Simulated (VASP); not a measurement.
Set up this calculation in VASP 6.6.1, as the native input.

```
Task                   : single point
Functional             : LDA
Potentials or basis    : VASP PAW LDA potentials, release 64 (Tc_pv)
Cutoff                 : 520 eV
k mesh                 : 11 × 11 × 6
Occupations            : gaussian, width 0.05 eV
Spin                   : no spin polarisation
Dipole correction      : no
Further INCAR settings : ALGO = Normal; EDIFF = 1e-06; NBANDS = 20
```

The structure of Tc lies in POSCAR:

```
Tc
1.0
    2.7400000000      0.0000000000      0.0000000000
   -1.3700000000      2.3729096064      0.0000000000
    0.0000000000      0.0000000000      4.3980000000
Tc
2
Direct
    0.6666666667      0.3333333333      0.7500000000
    0.3333333333      0.6666666667      0.2500000000
```

The input as run:

INCAR

```
SYSTEM = Tc
PREC = Accurate
ENCUT = 520
EDIFF = 1E-6
ISMEAR = 0
SIGMA = 0.05
LREAL = .FALSE.
LASPH = .TRUE.
NELM = 100
ALGO = Normal
ISIF = 2
LWAVE = .FALSE.
LCHARG = .TRUE.
GGA = CA
LELF = .TRUE.
LVHAR = .TRUE.
NBANDS = 20
```

KPOINTS

```
Automatic mesh
0
G
  11 11 6
  0 0 0
```

Potentials or basis: VASP PAW LDA potentials, release 64 (Tc_pv).

Launch:

```sh
$ cat potpaw_LDA.64/Tc_pv/POTCAR > POTCAR
$ mpirun -np 1 vasp_std > vasp.out
```

Results of the run:

The pressure is -11.9 GPa. The band gap on the k mesh is none (metal or under the smearing width).

Run time: 18 s on 1 thread of Intel(R) Xeon(R) Platinum 8488C (Sapphire Rapids) (shared host), peak memory 0.14 GiB.
